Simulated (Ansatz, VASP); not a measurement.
## BeS in VASP and in Ansatz

```xyz
2
Lattice="0.0000 2.4411 2.4411 2.4411 0.0000 2.4411 2.4411 2.4411 0.0000" Properties=species:S:1:pos:R:3 pbc="T T T"
S     3.6616    3.6616    3.6616
Be    0.0000    0.0000    0.0000
```

Alike in both runs: task single point; functional PBE; k mesh 9 × 9 × 9; occupations fermi-dirac, width 0.05 eV; no spin polarisation.

```csv
,VASP,Ansatz
version,VASP 6.6.1,Ansatz 0.2.0
potentials or method,"VASP PAW PBE potentials, release 64 (S, Be)",Ansatz PAW
plane-wave cutoff (eV),520,420
valence electrons in the cell,8,8
```

|  | VASP | Ansatz | Ansatz less VASP |
| --- | --- | --- | --- |
| gap on the k mesh at the Fermi level (eV) | 3.25 | 3.24 | -0.001 |
| least direct gap on the mesh (eV) | 5.68 | 5.66 | -0.018 |
| pressure (GPa) | -0.3 | -0.3 | -0.02 |

With one functional, cell and mesh, what is left measures potentials, basis and numerics.

Caveats: an odd mesh through Γ misses points on the zone boundary, where band edges often lie (VASP); odd divisions of the mesh miss points on the zone boundary, where band edges often lie, so the gap on the mesh can be too wide (Ansatz).
